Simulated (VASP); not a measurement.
# Al (Fm-3m) in VASP: notebook

The runs below take Al through relaxation of cell and atoms, with PBEsol.

All numbers are computed with VASP 6.6.1; they aren't measurements. Logs are shortened: lines on timing, memory, paths and dates and some standing lists are left out, and cuts for length are marked.

## (1) Starting point

The structure is cubic, space group Fm-3m (No. 225). Conventional cell: a = 4.050 Å, b = 4.050 Å, c = 4.050 Å, α = 90.00°, β = 90.00°, γ = 90.00°. Al (site symmetry m-3m) has 12 Al at 2.86 Å as nearest neighbours.

## (2) Relaxation of cell and atoms, PBEsol

The input, INCAR:

```
SYSTEM = Al
PREC = Accurate ; ENCUT = 600
EDIFF = 1E-6 ; ISMEAR = 1
SIGMA = 0.1 ; LREAL = .FALSE.
LASPH = .TRUE. ; NELM = 80
ALGO = Normal ; ISIF = 3
LWAVE = .FALSE. ; LCHARG = .FALSE.
GGA = PS ; IBRION = 2
NSW = 90 ; EDIFFG = -0.01
```

The input, KPOINTS:

```
regular mesh
0
G
  16 16 16
  0 0 0
```

The input, POSCAR:

```
Al
1.0
    0.0000000000      2.0248050000      2.0248050000
    2.0248050000      0.0000000000      2.0248050000
    2.0248050000      2.0248050000      0.0000000000
Al
1
Direct
    0.0000000000      0.0000000000      0.0000000000
```

Potentials or basis: VASP PAW PBE potentials, release 64 (Al).

On the command line:

```console
$ cat potpaw_PBE.64/Al/POTCAR > POTCAR
$ mpirun -np 1 vasp_std > vasp.out
```

OUTCAR:

```text
SYSTEM = Al
   PREC = Accurate
   ENCUT = 600
   EDIFF = 1E-6
   ISMEAR = 1
   LREAL = .FALSE.
   LASPH = .TRUE.
   NELM = 80
   ISIF = 3
   GGA = PS
   IBRION = 2
   NSW = 90
   EDIFFG = -0.01

 ion  position               nearest neighbor table
   1  0.000  0.000  0.000-

  LATTYP: Found a face centered cubic cell.
 ALAT       =     4.0496100000

  Lattice vectors:

 A1 = (   0.0000000000,   2.0248050000,   2.0248050000)
 A2 = (   2.0248050000,   0.0000000000,   2.0248050000)
 A3 = (   2.0248050000,   2.0248050000,   0.0000000000)

Analysis of symmetry for initial positions (statically):
=====================================================================
 Subroutine PRICEL returns:
 Original cell was already a primitive cell.

 Routine SETGRP: Setting up the symmetry group for a
 face centered cubic supercell.

 Subroutine GETGRP returns: Found 48 space group operations
 (whereof 48 operations were pure point group operations)
 out of a pool of 48 trial point group operations.

The static configuration has the point symmetry O_h .

Analysis of symmetry for dynamics (positions and initial velocities):
=====================================================================
 Subroutine PRICEL returns:
 Original cell was already a primitive cell.

 Routine SETGRP: Setting up the symmetry group for a
 face centered cubic supercell.

 Subroutine GETGRP returns: Found 48 space group operations
 (whereof 48 operations were pure point group operations)
 out of a pool of 48 trial point group operations.

The dynamic configuration has the point symmetry O_h .

 Subroutine INISYM returns: Found 48 space group operations
 (whereof 48 operations are pure point group operations),
 and found     1 'primitive' translations

----------------------------------------------------------------------------------------

                                     Primitive cell

  volume of cell :      16.6027

  direct lattice vectors                    reciprocal lattice vectors
     0.000000000  2.024805000  2.024805000    -0.246937359  0.246937359  0.246937359
     2.024805000  0.000000000  2.024805000     0.246937359 -0.246937359  0.246937359
     2.024805000  2.024805000  0.000000000     0.246937359  0.246937359 -0.246937359

  length of vectors
     2.863506692  2.863506692  2.863506692     0.427708053  0.427708053  0.427708053

  position of ions in fractional coordinates (direct lattice)
     0.000000000  0.000000000  0.000000000
[... 89 lines left out ...]
   EMIN   =  10.00;   EMAX   =-10.00  energy-range for DOS
   EFERMI =   0.00;   METHOD = LEGACY
   ISMEAR =     1;   SIGMA  =   0.10  broadening in eV -4-tet -1-fermi 0-gaus
   EFERMI_NEDOS =   21; number of points for ismear=-14 and -15
   IALGO  =     38    algorithm
   IMIX   =      4    mixing-type and parameters
     AMIX     =   0.40;   BMIX     =  1.00
     AMIX_MAG =   1.60;   BMIX_MAG =  1.00
  volume/ion in A,a.u.               =      16.60       112.04
  Fermi-wavevector in a.u.,A,eV,Ry     =   0.925526  1.748991 11.654733  0.856599
  Thomas-Fermi vector in A             =   2.051390
   LORBIT       =      0    0 simple, 1 ext, 2 COOP (PROOUT), +10 PAW based schemes
   GGA     = PS    functional components
   LHFCALC =     F    Hartree Fock is set to
   AEXX    =    0.0000 exact exchange contribution
   IVDW    =     0    specifies the selected vdW correction
   LEPSILON=     F    determine dielectric tensor
   LRPA    =     F    only Hartree local field effects (RPA)
 conjugate gradient relaxation of ions
 non-spin polarized calculation
 Methfessel and Paxton  Order N= 1 SIGMA  =   0.10
  energy-cutoff  :      600.00
  volume of cell :       16.60
 maximum number of plane-waves:       568
   NGX = 11   NGY = 11   NGZ = 11

--------------------------------------- Ionic step        1  -------------------------------------------

 number of electron       3.0000000 magnetization

 Free energy of the ion-electron system (eV)
  ---------------------------------------------------
  ext. energy  EPLUGINS =         0.00000000
  ---------------------------------------------------
  free energy    TOTEN  =        -4.09526930 eV

  energy without entropy =       -4.09560671  energy(sigma->0) =       -4.09538177

------------------------ aborting loop because EDIFF is reached ----------------------------------------

  FORCE on cell =-STRESS in cart. coord.  units (eV):
  Direction    XX          YY          ZZ          XY          YZ          ZX
  --------------------------------------------------------------------------------------
  -------------------------------------------------------------------------------------
  Total       -0.2080013     -0.2080013     -0.2080013      0.0000000      0.0000000      0.0000000
  in kB      -20.0722934    -20.0722934    -20.0722934      0.0000000      0.0000000      0.0000000
  external PRESSURE =     -20.0722934 kB  Pullay stress =       0.0000000 kB
[... 57 lines left out ...]
--------------------------------------- Ionic step        3  -------------------------------------------

 number of electron       3.0000000 magnetization

 Free energy of the ion-electron system (eV)
  ---------------------------------------------------
  ext. energy  EPLUGINS =         0.00000000
  ---------------------------------------------------
  free energy    TOTEN  =        -4.09792694 eV

  energy without entropy =       -4.09826422  energy(sigma->0) =       -4.09803937

 E-fermi :   8.1828     XC(G=0): -10.3266

 val. band max:        8.1451580626   @ k =  -0.2500   0.3125   0.1250
 cond. band min:       8.2673015232   @ k =   0.4375   0.4375   0.0000
 fundamental gap:      0.1221434606
 Fermi energy:         8.1827839607

 k-point     1 :       0.0000    0.0000    0.0000
  band No.  band energies     occupation
      1      -3.1126      2.00000
      2      20.8500      0.00000
      3      20.8500      0.00000
      4      20.8500      0.00000
      5      22.4868      0.00000
[... 177 lines left out ...]
 k-point    24 :      -0.0625    0.0625    0.0000
  band No.  band energies     occupation
      1      -2.8261      2.00000
      2      17.9919      0.00000
      3      18.7663      0.00000
      4      21.1287      0.00000
      5      22.6670      0.00000

 [... further k-points ...]

------------------------ aborting loop because EDIFF is reached ----------------------------------------

  FORCE on cell =-STRESS in cart. coord.  units (eV):
  Direction    XX          YY          ZZ          XY          YZ          ZX
  --------------------------------------------------------------------------------------
  -------------------------------------------------------------------------------------
  Total        0.0003738      0.0003738      0.0003738      0.0000000      0.0000000      0.0000000
  in kB        0.0369913      0.0369913      0.0369913      0.0000000      0.0000000      0.0000000
  external PRESSURE =       0.0369913 kB  Pullay stress =       0.0000000 kB
[... 16 lines left out ...]
  FREE ENERGIE OF THE ION-ELECTRON SYSTEM (eV)
  ---------------------------------------------------
  free  energy   TOTEN  =        -4.0979269448 eV

  energy  without entropy=       -4.0982642202  energy(sigma->0) =       -4.09803937

 reached required accuracy - stopping structural energy minimisation
```

CONTCAR:

```text
Al
   1.00000000000000
    -0.0000000000000000    2.0078218401263928    2.0078218401263928
     2.0078218401263928    0.0000000000000000    2.0078218401263928
     2.0078218401263928    2.0078218401263928   -0.0000000000000000
  Al
     1
Direct
     0.0000000000000000    0.0000000000000000    0.0000000000000000

  0.00000000E+00  0.00000000E+00  0.00000000E+00
```

Run time: 6.2 s. Hardware: 1 thread of Intel Xeon 6975P-C (Granite Rapids), shared host; peak memory 0.14 GiB.

Results:

| Quantity | Value |
| --- | --- |
| Free energy | -4.0979 eV |
| Relaxed volume | 16.19 Å³/atom |
| Relaxed cell | a = 2.839 Å, b = 2.839 Å, c = 2.839 Å, α = 60.00°, β = 60.00°, γ = 60.00° |
| Space group after relaxing (to 0.05 Å) | Fm-3m (No. 225) |
| Energy gained by relaxing | 2.7 meV/atom |
| Ionic steps | 3 |
| Pressure after relaxing | 0.0 GPa |
| Band gap on the k mesh | none (metal or under the smearing width) |

The path:
```tsv
step	energy change (eV)	largest force (eV/Å)	pressure (GPa)	volume (Å³)
1	0.0000	0.0000	-2.01	16.60
2	-0.0026	0.0000	0.43	16.11
3	-0.0027	0.0000	0.00	16.19
```

Final structure:
```xyz
1
Lattice="0.0000 2.0078 2.0078 2.0078 0.0000 2.0078 2.0078 2.0078 0.0000" Properties=species:S:1:pos:R:3 pbc="T T T"
Al    0.0000    0.0000    0.0000
```

Caveat: the PAW data sets were made with another functional, which shifts forces and pressure a little.

## (3) Relaxation of cell and atoms, PBEsol

This run uses another cell than the first one, of 16.19 Å³/atom, 0.975 times its volume.

The input, INCAR:

```
SYSTEM = Al
PREC = Accurate ; ENCUT = 600
EDIFF = 1E-7 ; ISMEAR = 1
SIGMA = 0.1 ; LREAL = .FALSE.
LASPH = .TRUE. ; NELM = 80
ALGO = Normal ; ISIF = 3
LWAVE = .FALSE. ; LCHARG = .FALSE.
GGA = PS ; IBRION = 2
NSW = 90 ; EDIFFG = -0.005
```

KPOINTS is that of step 2.

The input, POSCAR:

```
Al                                      
1.0
   -0.0000000000      2.0078218401      2.0078218401
    2.0078218401      0.0000000000      2.0078218401
    2.0078218401      2.0078218401     -0.0000000000
  Al            
     1
Direct
     0.0000000000000000    0.0000000000000000    0.0000000000000000
```

Potentials or basis: VASP PAW PBE potentials, release 64 (Al).

On the command line:

```console
$ cat potpaw_PBE.64/Al/POTCAR > POTCAR
$ mpirun -np 1 vasp_std > vasp.out
```

OUTCAR:

```text
SYSTEM = Al
   PREC = Accurate
   ENCUT = 600
   EDIFF = 1E-7
   ISMEAR = 1
   LREAL = .FALSE.
   LASPH = .TRUE.
   NELM = 80
   ISIF = 3
   GGA = PS
   IBRION = 2
   NSW = 90
   EDIFFG = -0.005

 ion  position               nearest neighbor table
   1  0.000  0.000  0.000-

  LATTYP: Found a face centered cubic cell.
 ALAT       =     4.0156436802

  Lattice vectors:

 A1 = (   0.0000000000,   2.0078218401,   2.0078218401)
 A2 = (   2.0078218401,   0.0000000000,   2.0078218401)
[... 375 lines left out ...]
 [... further k-points ...]

------------------------ aborting loop because EDIFF is reached ----------------------------------------

  FORCE on cell =-STRESS in cart. coord.  units (eV):
  Direction    XX          YY          ZZ          XY          YZ          ZX
  --------------------------------------------------------------------------------------
  -------------------------------------------------------------------------------------
  Total        0.0003162      0.0003162      0.0003162      0.0000000      0.0000000      0.0000000
  in kB        0.0312978      0.0312978      0.0312978      0.0000000      0.0000000      0.0000000
  external PRESSURE =       0.0312978 kB  Pullay stress =       0.0000000 kB

 VOLUME and BASIS-vectors are now :
 -----------------------------------------------------------------------------
  energy-cutoff  :      600.00
  volume of cell :       16.19
      direct lattice vectors                 reciprocal lattice vectors
     0.000000000  2.007821840  2.007821840    -0.249026079  0.249026079  0.249026079
     2.007821840  0.000000000  2.007821840     0.249026079 -0.249026079  0.249026079
     2.007821840  2.007821840  0.000000000     0.249026079  0.249026079 -0.249026079

 POSITION                                       TOTAL-FORCE (eV/Angst)
 -----------------------------------------------------------------------------------
      0.00000      0.00000      0.00000         0.000000      0.000000      0.000000
 -----------------------------------------------------------------------------------
    total drift:                                0.000000     -0.000000     -0.000000

  FREE ENERGIE OF THE ION-ELECTRON SYSTEM (eV)
  ---------------------------------------------------
  free  energy   TOTEN  =        -4.0979095478 eV

  energy  without entropy=       -4.0982468361  energy(sigma->0) =       -4.09802198

 reached required accuracy - stopping structural energy minimisation
```

Run time: 3.9 s. Hardware: 1 thread of Intel Xeon 6975P-C (Granite Rapids), shared host; peak memory 0.13 GiB.

What came out:

```
Free energy             : -4.0979 eV
Pressure after relaxing : 0.0 GPa
Band gap on the k mesh  : none (metal or under the smearing width)
```

Final structure:
```yaml
crystal:
  lattice:
    - [0.00000, 2.00782, 2.00782]
    - [2.00782, 0.00000, 2.00782]
    - [2.00782, 2.00782, 0.00000]
  atoms:
    - { symbol: Al, position: [0.00000, 0.00000, 0.00000] }
```

Caveat: the relaxation stopped at its first step, so nothing moved; the PAW data sets were made with another functional, which shifts forces and pressure a little.
